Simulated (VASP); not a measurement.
Here is a VASP 6.6.1 calculation.

The input INCAR:

```
PREC = Accurate
ENCUT = 520
EDIFF = 1E-6
ISMEAR = 0
SIGMA = 0.1
LREAL = F
LASPH = T
NELM = 120
ALGO = Normal
ISIF = 3
LWAVE = F
LCHARG = F
GGA = PE
IBRION = 2
NSW = 90
EDIFFG = -0.01
```

Contents of KPOINTS:

```
Automatic mesh
0
Gamma
  9 9 4
```

File POSCAR:

```
Br
1.0
    3.3632500000     -2.3225500000      0.0000000000
    3.3632500000      2.3225500000      0.0000000000
    0.0000000000      0.0000000000      8.7023000000
Br
4
Direct
    0.8651000000      0.1349000000      0.1099000000
    0.6349000000      0.3651000000      0.6099000000
    0.1349000000      0.8651000000      0.8901000000
    0.3651000000      0.6349000000      0.3901000000
```

Potentials or basis: VASP PAW PBE potentials, release 64 (Br).

Run with:

```sh
$ cat potpaw_PBE.64/Br/POTCAR > POTCAR
$ mpirun -np 1 vasp_std > vasp.out
```

(1) Predict the relaxed volume.

(2) What does it give for the relaxed cell?

(3) Predict the space group after relaxing (to 0.05 Å).

Results:

(1) 38.94 Å³/atom.

(2) a = 4.706 Å, b = 4.706 Å, c = 8.708 Å, α = 90.00°, β = 90.00°, γ = 53.86°.

(3) Cmce (No. 64).

Caveat: the volume moved by +15 % from the deposited cell, more than functionals usually miss.
